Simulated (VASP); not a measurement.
Wanted: the native input for a VASP 6.6.1 run.

```
Task                   : relaxation of cell and atoms
Functional             : r2SCAN
Potentials or basis    : VASP PAW PBE potentials, release 64 (Al, As)
Cutoff                 : 600 eV
k mesh                 : 10 × 10 × 10
Occupations            : gaussian, width 0.03 eV
Spin                   : no spin polarisation
Further INCAR settings : ALGO = Normal; EDIFF = 1e-07; IBRION = 2; EDIFFG = -0.005; NSW = 90; ISIF = 3
```

The structure of AlAs lies in POSCAR:

```
AlAs                                    
1.0
    0.0000000000      2.8380598522      2.8380598522
    2.8380598522     -0.0000000000      2.8380598522
    2.8380598522      2.8380598522      0.0000000000
  Al              As            
     1     1
Direct
     0.0000000000000000    0.0000000000000000    0.0000000000000000
     0.2500000000000000    0.2500000000000000    0.2500000000000000
```

One way to write it, as run:

INCAR

```
SYSTEM = AlAs
ALGO = Normal
EDIFF = 1E-7
EDIFFG = -0.005
ENCUT = 600
IBRION = 2
ISIF = 3
ISMEAR = 0
LASPH = .TRUE.
LCHARG = .FALSE.
LMIXTAU = .TRUE.
LREAL = .FALSE.
LWAVE = .FALSE.
METAGGA = R2SCAN
NELM = 80
NSW = 90
PREC = Accurate
SIGMA = 0.03
```

KPOINTS

```
k-points
0
G
  10 10 10
  0 0 0
```

Potentials or basis: VASP PAW PBE potentials, release 64 (Al, As).

The run is started by

```console
$ cat potpaw_PBE.64/Al/POTCAR potpaw_PBE.64/As/POTCAR > POTCAR
$ mpirun -np 1 vasp_std > vasp.out
```

Results of the run:

- Pressure after relaxing: 0.0 GPa
- Band gap on the k mesh: 1.80 eV, indirect (least direct gap 2.64 eV)

Caveat: the relaxation stopped at its first step, so nothing moved; the PAW data sets were made with another functional, which shifts forces and pressure a little.

Run time: 59 s on 1 thread of Intel(R) Xeon(R) Platinum 8259CL CPU @ 2.50GHz (Skylake/Cascade Lake), with other jobs on the host, peak memory 0.2 GiB.
